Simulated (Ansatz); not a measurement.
**AgBr: equation of state with PBE**

The system is AgBr.

```
Ag Br
1.0
     0.00000    2.87015    2.87015
     2.87015    0.00000    2.87015
     2.87015    2.87015    0.00000
Ag Br
1 1
Cartesian
  0.0000 0.0000 0.0000
  2.8702 2.8702 2.8702
```

| Quantity | Value |
| --- | --- |
| Program | Ansatz 0.2.0 |
| Task | equation of state |
| Functional | PBE |
| Potentials or basis | all-electron LAPW, scalar-relativistic |
| Basis error allowed | 0.0005 eV/atom |
| k mesh | 8 × 8 × 8 |
| Occupations | fermi-dirac, width 0.05 eV |
| Spin | no spin polarisation |

```yaml
Equilibrium_volume: 24.91 Å³/atom
Bulk_modulus: 39 GPa
Pressure_derivative_of_the_bulk_modulus: 5.4
```

Energy against volume, from the lowest point:
| volume (Å³/atom) | energy (meV/atom) |
| --- | --- |
| 22.225 | 44.39 |
| 22.698 | 28.77 |
| 23.171 | 16.97 |
| 23.644 | 8.56 |
| 24.116 | 3.15 |
| 24.589 | 0.39 |
| 25.062 | 0.00 |

All runs of the series together: 42 s on 1 thread of Intel(R) Xeon(R) Platinum 8488C (Sapphire Rapids), with other jobs on the host.

PBE usually gives volumes a little too large and moduli too small. Zero-point motion and thermal expansion aren't in these numbers.
